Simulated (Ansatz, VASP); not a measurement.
# Te in VASP and in Ansatz

```
Te
1.0
     3.82029   -2.14820    0.00000
     3.82029    2.14820    0.00000
    -0.09429    0.00000    5.97609
Te
3
Direct
  0.00000 0.00000 0.00000
  0.30945 0.30945 0.33881
  0.69055 0.69055 0.66119
```

This isn't the form of Te at room conditions, which is trigonal, of chains.

Alike in both runs: task single point; functional LDA; k mesh 7 × 7 × 5; occupations fermi-dirac, width 0.05 eV; no spin polarisation.

```csv
,VASP,Ansatz
version,VASP 6.6.1,Ansatz 0.2.0
potentials or method,"VASP PAW LDA potentials, release 64 (Te)",Ansatz PAW
plane-wave cutoff (eV),520,420
valence electrons in the cell,18,48
```

VASP gave:

```
gap on the k mesh at the Fermi level (eV)       : 0.03
least direct gap on the mesh (eV)               : 0.18
pressure (GPa)                                  : -2.8
largest component of the traceless stress (GPa) : 0.34
rms of the force components (eV/Å)              : 0.038
```

Which values does Ansatz return?

gap on the k mesh at the Fermi level (eV): 0.04; least direct gap on the mesh (eV): 0.19; pressure (GPa): -2.8; largest component of the traceless stress (GPa): 0.37; rms of the force components (eV/Å): 0.031.

Atom by atom the forces differ by 0.007 eV/Å (rms over components). The two sets of potentials don't hold the same shells in valence.

Caveats: spin-orbit coupling is left out, which moves the levels of the heavy elements (VASP); an odd mesh through Γ misses points on the zone boundary, where band edges often lie (VASP); the PAW data sets come from PBE, with cores solved anew for the run's functional, which leaves a small shift of forces and pressure (Ansatz).
